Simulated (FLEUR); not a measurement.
**Fe: equation of state with r2SCAN**

**What was measured.**

From “Pressure Induced Densification and Compression in a Reprocessed Borosilicate Glass”, 2018, pmc:5793612, for a bulk crystal of Fe: bulk modulus 166.4 GPa.

Crystal: Fe.

```
Fe
1.0
    -1.44300    1.44300    1.44300
     1.44300   -1.44300    1.44300
     1.44300    1.44300   -1.44300
Fe
1
Direct
  0.00000 0.00000 0.00000
```

```yaml
Program: FLEUR MaX-R8.1 (later development tree)
Task: equation of state
Functional: r2SCAN
Potentials_or_basis: all-electron
Basis: FLAPW
Kmax: 4.58 1/bohr
k_mesh: 13 × 13 × 13
Occupations: fermi-dirac, width 0.05 eV
Spin: collinear spin, program default start
```

| Quantity | Value |
| --- | --- |
| Equilibrium volume | 11.77 Å³/atom |
| Bulk modulus | 202 GPa |

Energy against volume, from the lowest point:
```csv
volume (Å³/atom),energy (meV/atom)
11.298,10.09
11.538,0.00
12.019,0.05
12.499,21.88
12.740,39.45
```

Against the measured bulk modulus of Fe, 166.4 GPa (quoted in “Pressure Induced Densification and Compression in a Reprocessed Borosilicate Glass”, 2018, pmc:5793612), the calculated 202 GPa is off by +21.3 %. The fit is for a static lattice scaled at fixed shape and fixed fractional positions.

Caveat: the meta-GGA is that of a development version, with a GGA for the radial functions and cores and without core tails.
